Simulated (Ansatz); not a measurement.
# ZnS (R3m): cell relaxations under several functionals in Python

A script is to give cell relaxations under several functionals; the system is ZnS (R3m).

Program: Ansatz 0.2.0 through its Python package. The levels of theory stand in the script. These are calculated values, not measurements.

**1. The system**

It takes space group R3m (No. 160, trigonal). The conventional cell has a = 3.806 Å, b = 3.806 Å, c = 28.056 Å, α = 90.00°, β = 90.00°, γ = 120.00°. Zn (site symmetry 3m) has 4 S at 2.33 to 2.34 Å as nearest neighbours. Around Zn (site symmetry 3m) lie 4 S at 2.33 Å. Around S (site symmetry 3m) lie 4 Zn at 2.33 to 2.34 Å. Around S (site symmetry 3m) lie 4 Zn at 2.33 Å.

The script holds or builds the structure itself.

**2. Script**

run_lattice.py

```python
"""How the lattice of ZnS depends on the functional."""

import warnings

import ansatz as az
import numpy as np

def edges_and_angles(cell):
    cell = np.asarray(cell)
    a, b, c = np.linalg.norm(cell, axis=1)
    cosines = cell[1] @ cell[2] / (b * c), cell[0] @ cell[2] / (a * c), cell[0] @ cell[1] / (a * b)
    return (a, b, c, *np.degrees(np.arccos(cosines)))


def main() -> None:
    warnings.simplefilter("ignore", az.DeckWarning)

    lattice = az.Lattice.of(
        [1.903071, 1.098739, 9.351948],
        [-1.903071, 1.098739, 9.351948],
        [0.0, -2.197477, 9.351948],
    )
    sites = [
        ("Zn", [0.999971, 0.999971, 0.999971]),
        ("Zn", [0.222269, 0.222269, 0.222269]),
        ("Zn", [0.444613, 0.444613, 0.444613]),
        ("S", [0.083267, 0.083267, 0.083267]),
        ("S", [0.527842, 0.527842, 0.527842]),
        ("S", [0.305363, 0.305363, 0.305363]),
    ]
    xtal = az.Crystal(lattice=lattice)
    for symbol, position in sites:
        xtal = xtal.atom(symbol, position)

    model = (
        xtal.calculation()
        .kpoints(5)
        .occupations(az.OccupationsMethod.FERMI_DIRAC)
        .basis(41 * az.Ry)
        .relax(cell=True, max_steps=40)
    )

    levels = [("pbesol", "d3bj"), ("blyp", "d3bj"), ("lda", "none")]
    print("level            a       b       c    alpha   beta  gamma  V/atom  steps")
    for name, dispersion in levels:
        seen = []
        run = model.functional(name, dispersion=dispersion).session().plan()
        out = run.execute(on_event=lambda e: seen.append(e) if e["event"] == "relax_step" else None)
        cell = out.lattice.cell_ang
        label = name if dispersion == "none" else f"{name}+{dispersion}"
        print("{:13s} {:7.4f} {:7.4f} {:7.4f} {:6.2f} {:6.2f} {:6.2f}".format(label, *edges_and_angles(cell)), f"{abs(np.linalg.det(cell)) / len(out.lattice.sites):7.3f} {len(seen):5d}")


if __name__ == "__main__":
    main()
```

**3. The calls as engine input**

The package turns the script's settings into the engine's input (first run):

```yaml
crystal:
  lattice:
    - [1.903071, 1.098739, 9.351948]
    - [-1.903071, 1.098739, 9.351948]
    - [0.0, -2.197477, 9.351948]
  atoms:
    - { symbol: Zn, position: [0.999971, 0.999971, 0.999971] }
    - { symbol: Zn, position: [0.222269, 0.222269, 0.222269] }
    - { symbol: Zn, position: [0.444613, 0.444613, 0.444613] }
    - { symbol: S, position: [0.083267, 0.083267, 0.083267] }
    - { symbol: S, position: [0.527842, 0.527842, 0.527842] }
    - { symbol: S, position: [0.305363, 0.305363, 0.305363] }
basis:
  ecutwfc: 557.833418042754
kpoints:
  mp_grid:
    grid: [5, 5, 5]
hamiltonian:
  xc: pbesol
  dispersion: d3bj
scf:
  occupations:
    method: fermi_dirac
relax:
  max_steps: 40
  cell: {}
```

**4. Launch**

Started as:

```console
python run_lattice.py
```

Standard output:

```text
level            a       b       c    alpha   beta  gamma  V/atom  steps
pbesol+d3bj    9.4631  9.4631  9.4631  22.86  22.86  22.86  18.701     5
blyp+d3bj      9.6185  9.6185  9.6185  22.80  22.80  22.80  19.544     4
lda            9.4453  9.4453  9.4453  22.85  22.85  22.85  18.588     5
```

It took 2.1 min on 1 thread of Arm Neoverse V1, shared host; peak memory 0.5 GiB.

**5. What changed from run to run**

The engine's inputs for the other runs:

Run 2, against run 1:

```diff
@@ -19 +19 @@
-  xc: pbesol
+  xc: blyp
```

Run 3, against run 1:

```diff
@@ -19,2 +19,2 @@
-  xc: pbesol
-  dispersion: d3bj
+  xc: lda
+  dispersion: none
```

Lines on the test bed's own set-up are left out of the output.

**6. The runs side by side**

The 3 runs, in the order started:

```
run  functional  dispersion  energy (eV/atom)  final volume (Å³/atom)  SCF cycles in all  CPU time (s)
  1      pbesol        d3bj        -2083.9861                   18.70                 30            44
  2        blyp        d3bj        -2119.0633                   19.54                 24            39
  3         lda        none        -2058.7151                   18.59                 30            45
```

Totals hang on method, basis and potentials, so only like runs compare.

**7. The relaxation of run 1, step by step**

Step by step:

```csv
step,E - E(step 1) (eV/cell),largest force component (eV/Å),pressure (GPa),volume (Å³)
1,0.0000,0.0101,-3.40,117.33
2,-0.0474,0.0044,-1.44,114.23
3,-0.0567,0.0048,0.12,112.05
4,-0.0567,0.0039,0.00,112.21
5,-0.0566,0.0039,0.00,112.21
```

Step 1 is the start. Step 5 repeats the geometry before it on a plane-wave basis chosen anew for that cell, so its energy need not be comparable with the rows above.

Lengths and angles in the start's conventional setting:

|  | before | after | change |
| --- | --- | --- | --- |
| a (Å) | 3.806 | 3.750 | -1.5 % |
| b (Å) | 3.806 | 3.750 | -1.5 % |
| c (Å) | 28.056 | 27.636 | -1.5 % |
| volume (Å³/atom) | 19.55 | 18.70 | -4.4 % |
| shortest distance (Å) | 2.331 | 2.296 | -1.5 % |
| space group (0.01 Å) | R3m | R3m | same |

Forces and stress were held to the start's 6 operations: a distortion of lower symmetry was not tested.

**8. The relaxation of run 3, step by step**

The steps of the relaxation:

```
step  E - E(step 1) (eV/cell)  largest force component (eV/Å)  pressure (GPa)  volume (Å³)
   1                   0.0000                          0.0116           -3.90       117.33
   2                  -0.0624                          0.0068           -1.64       113.78
   3                  -0.0742                          0.0055            0.16       111.33
   4                  -0.0743                          0.0036            0.00       111.53
   5                  -0.0739                          0.0036            0.00       111.53
```

Step 1 is the start. Step 5 repeats the geometry before it on a plane-wave basis chosen anew for that cell, so its energy need not be comparable with the rows above.

Lengths and angles in the start's conventional setting:

|  | before | after | change |
| --- | --- | --- | --- |
| a (Å) | 3.806 | 3.742 | -1.7 % |
| b (Å) | 3.806 | 3.742 | -1.7 % |
| c (Å) | 28.056 | 27.585 | -1.7 % |
| volume (Å³/atom) | 19.55 | 18.59 | -4.9 % |
| shortest distance (Å) | 2.331 | 2.291 | -1.7 % |
| space group (0.01 Å) | R3m | R3m | same |

Forces and stress were held to the start's 6 operations: a distortion of lower symmetry was not tested.

**9. What came out**

```
      quantity                                     value
 runs compared                                         3
relaxed volume  18.59 (lda) to 19.54 Å³/atom (blyp d3bj)
```

**Reading.** From smallest to largest: LDA (18.59 Å³ an atom, -4.9 % against the start), PBEsol+D3BJ (18.70 Å³ an atom, -4.4 % against the start) and BLYP+D3BJ (19.54 Å³ an atom, -0.1 % against the start). The spread is 5.1 % in volume. In run 1, over 3 moves the cell shrank by 4.4 % in volume, and the space group stayed R3m. In run 3, the volume shrank by 4.9 % over 3 moves, and the space group stayed R3m. Edges and angles that the script prints are those of the cell as typed, here a primitive one. The structure comes from a database of computed cells and needn't be a stable or known phase.
